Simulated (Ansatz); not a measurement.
Stress against strain in Zr

```yaml
crystal:
  lattice:
    - [-1.81000, 1.81000, 1.81000]
    - [1.81000, -1.81000, 1.81000]
    - [1.81000, 1.81000, -1.81000]
  atoms:
    - { symbol: Zr, position: [0.00000, 0.00000, 0.00000] }
```

The geometry is COD entry 9008559, unchecked; take it as a test cell.

The calculation used Ansatz 0.2.0, DFT, LDA, all-electron LAPW, scalar-relativistic.

Numerical set-up: a Γ-centred 16×16×16 k mesh, Fermi–Dirac smearing of 0.03 eV, basis error target 0.5 meV/atom, no spin polarisation.

The strain is applied along the Cartesian axes of the cell as listed (the other components stay zero). Fractional coordinates are held (clamped ions).

σ is the change of stress from the unstrained cell, which is at -9.53 GPa; tension is positive, so slopes are stress–strain coefficients at that pressure. In a metal the k mesh adds noise.

Only quantities that a quadratic follows smoothly over the whole series are listed; rougher ones are left out.

```tsv
εzz	σzz (GPa)	σxx (GPa)
-0.0200	-0.99	-1.61
0.0000	0.00	0.00
0.0100	0.51	0.72
0.0200	0.98	1.40
```

(1) Fit the series and read off the stiffness at zero strain.

(2) One run, at εzz = -0.0100, is withheld. Predict its row.

Answers

(1) Least-squares fits y = p0 + p1 x + p2 x² to the rows give σzz (GPa): p1 = 49.4, p2 = -30; σxx (GPa): p1 = 75.2, p2 = -260. So C11 = 49 GPa and C12 = 75 GPa, which gives B = (C11 + 2 C12)/3 = 66 GPa.

(2) The fits give -0.49, -0.78; the run gave -0.52, -0.76.
